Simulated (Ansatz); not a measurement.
A run of Ansatz 0.2.0 is set up as follows.

Contents of run.py:

```python
import json

import ase.io
import numpy as np
import spglib
from ase.calculators.calculator import CalculationFailed, Calculator
from ase.stress import full_3x3_to_voigt_6_stress
from ase.units import GPa

import ansatz as az

class AnsatzCalculator(Calculator):
    implemented_properties = ["energy", "free_energy", "forces", "stress", "magmom"]

    def calculate(self, atoms, properties, system_changes):
        super().calculate(atoms, properties, system_changes)
        structure = atoms.copy()
        structure.set_constraint()
        structure.set_momenta(None)
        structure.set_masses(None)
        outcome = (
            az.Crystal.from_ase(structure)
            .calculation()
            .basis(xc_grid=2)
            .kpoints(6, 6, 6)
            .functional("b3lyp5")
            .pseudopotentials(kind="paw", level="accurate")
            .scf(tolerance=2e-10)
            .occupations(method="fermi_dirac", width=0.05)
            .forces()
            .stress()
            .run(threads=2)
        )
        if not outcome.report["converged"]:
            raise CalculationFailed("SCF not converged")
        report = outcome.report
        self.results = {
            "free_energy": report["lagrangian_ev"],
            "energy": report["lagrangian_ev"],
            "forces": np.array(report["forces_ev_ang"]),
            "stress": -GPa * full_3x3_to_voigt_6_stress(report["stress_gpa"]),
            "magmom": report["magnetization_mub"],
        }

np.set_printoptions(precision=5, suppress=True, linewidth=110)
atoms = ase.io.read("ZnS.cif")
cell, frac, numbers = spglib.find_primitive((atoms.cell[:], atoms.get_scaled_positions(), atoms.numbers), symprec=1e-5)
atoms = ase.Atoms(numbers, cell=cell, scaled_positions=frac, pbc=True)
atoms.calc = AnsatzCalculator()
print(f"free energy {atoms.get_potential_energy():.6f} eV")
print("forces (eV/A)", atoms.get_forces(), sep="\n")
print("stress (GPa, Voigt, tension positive)", atoms.get_stress() / GPa, sep="\n")
print(f"moment {atoms.get_magnetic_moment():.4f} muB")
```

File ZnS.cif:

```cif
data_ZnS
_cell_length_a 5.40400000
_cell_length_b 5.40400000
_cell_length_c 5.40400000
_cell_angle_alpha 90.00000000
_cell_angle_beta 90.00000000
_cell_angle_gamma 90.00000000
_space_group_name_H-M_alt 'F-43m'
_space_group_name_Hall 'F -4 2 3'
_space_group_IT_number 216
loop_
_space_group_symop_operation_xyz
'x,y,z'
'y,-x,-z'
'-x,-y,z'
'-y,x,-z'
'x,-y,-z'
'y,x,z'
'-x,y,-z'
'-y,-x,z'
'z,x,y'
'-z,y,-x'
'z,-x,-y'
'-z,-y,x'
'-z,x,-y'
'z,y,x'
'-z,-x,y'
'z,-y,-x'
'y,z,x'
'-x,-z,y'
'-y,z,-x'
'x,-z,-y'
'-y,-z,x'
'x,z,y'
'y,-z,-x'
'-x,z,-y'
'x,y+1/2,z+1/2'
'y,-x+1/2,-z+1/2'
'-x,-y+1/2,z+1/2'
'-y,x+1/2,-z+1/2'
'x,-y+1/2,-z+1/2'
'y,x+1/2,z+1/2'
'-x,y+1/2,-z+1/2'
'-y,-x+1/2,z+1/2'
'z,x+1/2,y+1/2'
'-z,y+1/2,-x+1/2'
'z,-x+1/2,-y+1/2'
'-z,-y+1/2,x+1/2'
'-z,x+1/2,-y+1/2'
'z,y+1/2,x+1/2'
'-z,-x+1/2,y+1/2'
'z,-y+1/2,-x+1/2'
'y,z+1/2,x+1/2'
'-x,-z+1/2,y+1/2'
'-y,z+1/2,-x+1/2'
'x,-z+1/2,-y+1/2'
'-y,-z+1/2,x+1/2'
'x,z+1/2,y+1/2'
'y,-z+1/2,-x+1/2'
'-x,z+1/2,-y+1/2'
'x+1/2,y,z+1/2'
'y+1/2,-x,-z+1/2'
'-x+1/2,-y,z+1/2'
'-y+1/2,x,-z+1/2'
'x+1/2,-y,-z+1/2'
'y+1/2,x,z+1/2'
'-x+1/2,y,-z+1/2'
'-y+1/2,-x,z+1/2'
'z+1/2,x,y+1/2'
'-z+1/2,y,-x+1/2'
'z+1/2,-x,-y+1/2'
'-z+1/2,-y,x+1/2'
'-z+1/2,x,-y+1/2'
'z+1/2,y,x+1/2'
'-z+1/2,-x,y+1/2'
'z+1/2,-y,-x+1/2'
'y+1/2,z,x+1/2'
'-x+1/2,-z,y+1/2'
'-y+1/2,z,-x+1/2'
'x+1/2,-z,-y+1/2'
'-y+1/2,-z,x+1/2'
'x+1/2,z,y+1/2'
'y+1/2,-z,-x+1/2'
'-x+1/2,z,-y+1/2'
'x+1/2,y+1/2,z'
'y+1/2,-x+1/2,-z'
'-x+1/2,-y+1/2,z'
'-y+1/2,x+1/2,-z'
'x+1/2,-y+1/2,-z'
'y+1/2,x+1/2,z'
'-x+1/2,y+1/2,-z'
'-y+1/2,-x+1/2,z'
'z+1/2,x+1/2,y'
'-z+1/2,y+1/2,-x'
'z+1/2,-x+1/2,-y'
'-z+1/2,-y+1/2,x'
'-z+1/2,x+1/2,-y'
'z+1/2,y+1/2,x'
'-z+1/2,-x+1/2,y'
'z+1/2,-y+1/2,-x'
'y+1/2,z+1/2,x'
'-x+1/2,-z+1/2,y'
'-y+1/2,z+1/2,-x'
'x+1/2,-z+1/2,-y'
'-y+1/2,-z+1/2,x'
'x+1/2,z+1/2,y'
'y+1/2,-z+1/2,-x'
'-x+1/2,z+1/2,-y'
loop_
_atom_site_label
_atom_site_type_symbol
_atom_site_symmetry_multiplicity
_atom_site_Wyckoff_symbol
_atom_site_fract_x
_atom_site_fract_y
_atom_site_fract_z
_atom_site_occupancy
Zn1 Zn 4 c 0.2500000000 0.2500000000 0.2500000000 1
S1 S 4 a 0.0000000000 0.0000000000 0.0000000000 1
```

Potentials or basis: Ansatz PAW accurate.

Run with:

```console
$ python run.py
```

(1) What does it give for the band gap on the k mesh?

(2) Estimate the pressure.

Answers

(1) 3.60 eV, direct.

(2) 4.0 GPa.

Caveat: the potentials were made for another functional, which shifts forces and pressure; the thresholds are loose for stress.

**Measured values to compare with.**

From “Electronic, vibrational, and thermodynamic properties of ZnS (zincblende and rocksalt structure)”, 2009, arxiv:0911.5022, for a bulk crystal of ZnS at 19 K: band gap 3.85 eV (direct).

Measured gap of ZnS: 3.85 eV (direct; 19 K; quoted in “Electronic, vibrational, and thermodynamic properties of ZnS (zincblende and rocksalt structure)”, 2009, arxiv:0911.5022). This calculation gives 3.60 eV (-0.25 eV). The value is that of B3LYP5, without temperature or zero-point motion.
